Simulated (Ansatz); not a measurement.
# Co (Co, fcc): the cost of one run

Computed with Ansatz 0.2.0 (DFT m-r2SCAN, plane waves (500 eV) with PAW, scalar-relativistic; the PAW data stem from PBE, with regenerated cores; m-r²SCAN is r²SCAN on the gauge-invariant kinetic-energy density, unless a step says otherwise).

## Step 1: Starting point

It takes space group Fm-3m (No. 225, cubic). The conventional cell has a = 3.538 Å, b = 3.538 Å, c = 3.538 Å, α = 90.00°, β = 90.00°, γ = 90.00°. Co (site symmetry m-3m) is surrounded by 12 Co at 2.50 Å.

Structure file:

```cif
data_structure
_symmetry_space_group_name_H-M 'Fm-3m'
_symmetry_Int_Tables_number 225
_cell_length_a 3.5382
_cell_length_b 3.5382
_cell_length_c 3.5382
_cell_angle_alpha 90.000
_cell_angle_beta 90.000
_cell_angle_gamma 90.000
_cell_volume 44.29
loop_
_atom_site_label
_atom_site_type_symbol
_atom_site_symmetry_multiplicity
_atom_site_Wyckoff_symbol
_atom_site_fract_x
_atom_site_fract_y
_atom_site_fract_z
_atom_site_occupancy
Co1 Co 4 a 0.00000 0.00000 0.00000 1
```

The atoms start with moments of +1.7, -1.7 μB.

## Step 2: Geometry optimisation

Contents of input.yaml:

```yaml
crystal:
  lattice:
    - [2.5018880127, 0.0, 0.0]
    - [0.0, 2.5018880127, 0.0]
    - [0.0, 0.0, 3.5382039592]
  atoms:
    - { symbol: Co, position: [0.0, 0.0, 0.0], spin: 1.7 }
    - { symbol: Co, position: [0.5, 0.5, 0.5], spin: -1.7 }
hamiltonian:
  xc: mr2scan
  pseudopotentials:
    kind: paw
    azcp:
      Co: "pseudopotentials/Co.paw.azcp"
basis:
  ecutwfc: 500
  fft_grid_basis: typed
kpoints:
  mp_grid: { grid: [12, 12, 9], shift: [0, 0, 0] }
magnetization:
  spin_polarized: true
scf:
  occupations: { method: fermi_dirac, width: 0.05 }
relax:
  max_steps: 60
  f_tol: 0.01
  cell: {}
```

What time and memory should one allow on 2 threads of Arm Neoverse V1, shared host?

About 99 s, with a peak of 0.47 GiB.
